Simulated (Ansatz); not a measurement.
# BN: the cost of one run

Program: Ansatz 0.2.0. Level of theory: DFT HSE06, scalar-relativistic, plane waves, PAW. These are calculated values, not measurements.

1 further run of the same task is left out (set aside as unsound or not needed).

## (1) The system as given

The structure is cubic, space group F-43m (No. 216). The conventional cell has a = 3.625 Å, b = 3.625 Å, c = 3.625 Å, α = 90.00°, β = 90.00°, γ = 90.00°. B (site symmetry -43m) is surrounded by 4 N at 1.57 Å. Around N (site symmetry -43m) lie 4 B at 1.57 Å.

As a file:

```cif
data_structure
_symmetry_space_group_name_H-M 'F-43m'
_symmetry_Int_Tables_number 216
_cell_length_a 3.6247
_cell_length_b 3.6247
_cell_length_c 3.6247
_cell_angle_alpha 90.000
_cell_angle_beta 90.000
_cell_angle_gamma 90.000
_cell_volume 47.62
loop_
_atom_site_label
_atom_site_type_symbol
_atom_site_symmetry_multiplicity
_atom_site_Wyckoff_symbol
_atom_site_fract_x
_atom_site_fract_y
_atom_site_fract_z
_atom_site_occupancy
B1 B 4 a 0.00000 0.00000 0.00000 1
N1 N 4 c 0.25000 0.25000 0.25000 1
```

It goes back to an entry of the Materials Project.

It is the result of an earlier relaxation at this level (volume 5.95 Å³/atom; gap on the mesh: 4.46 eV).

## (2) Level of theory: HSE06

The input, input.yaml:

```yaml
crystal:
  lattice:
    - [0.0, 1.8123485118, 1.8123485118]
    - [1.8123485118, 0.0, 1.8123485118]
    - [1.8123485118, 1.8123485118, 0.0]
  atoms:
    - { symbol: B, position: [0.0, 0.0, 0.0] }
    - { symbol: "N", position: [0.75, 0.75, 0.75] }
basis:
  ecutwfc: 420
kpoints:
  mp_grid: { grid: [8, 8, 8] }
  band_path:
    path:
      - [[0.0, 0.0, 0.0], [-0.5, -0.5, 0.0], [-0.375, -0.375, 0.25]]
      - [[-0.375, 0.0, 0.375], [0.0, 0.0, 0.0], [0.0, 0.0, 0.5], [-0.5, -0.25, 0.25], [-0.5, -0.5, 0.0]]
    npoints: 4
hamiltonian:
  xc: hse06
scf:
  occupations: { method: gaussian, width: 0.02 }
output:
  forces: true
  stress: true
  eigenvalues: true
  populations: true
  dos: { projected: true, de: 0.02 }
  bader: false
  write_density: true
  write_potential: true
  elf: true
  volumetric_format: npy
```

The run is started by

```bash
ansatz run input.yaml --threads 2 --pin off --max-ram 5120MiB --backend cpu --events-out ev --progress --plain --runs-dir out
```

**Question.** How long does this run take on 2 threads of Intel Xeon Platinum 8259CL at 2.50GHz (Skylake/Cascade Lake), shared host, and how much memory does it need?

About 61 s, with a peak of 0.69 GiB.
